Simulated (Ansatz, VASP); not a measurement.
## TaN in VASP and in Ansatz

```xyz
2
Lattice="0.0000 2.2086 2.2086 2.2086 0.0000 2.2086 2.2086 2.2086 0.0000" Properties=species:S:1:pos:R:3 pbc="T T T"
Ta    2.2086    2.2086    2.2086
N     0.0000    0.0000    0.0000
```

Alike in both runs: functional PBE; k mesh 16 × 16 × 16; occupations gaussian, width 0.1 eV; no spin polarisation.

Ansatz relaxed the structure, and its values are those at the end. VASP's run is a single point on that final structure, the one shown.

|  | VASP | Ansatz |
| --- | --- | --- |
| version | VASP 6.6.1 | Ansatz 0.2.0 |
| potentials or method | VASP PAW PBE potentials, release 64 (Ta_pv, N) | scalar-relativistic, plane waves, PAW |
| plane-wave cutoff (eV) | 520 | 420 |
| valence electrons in the cell | 16 | 18 |

```tsv
	VASP	Ansatz	Ansatz less VASP
gap on the k mesh at the Fermi level (eV)	none	none	-
pressure (GPa)	0.8	0.0	-0.78
```

A gap of «none» marks a metal or a gap that the smearing closes. The two sets of potentials don't hold the same shells in valence.

The runs have no spin-orbit coupling, so splittings on Ta are missing.
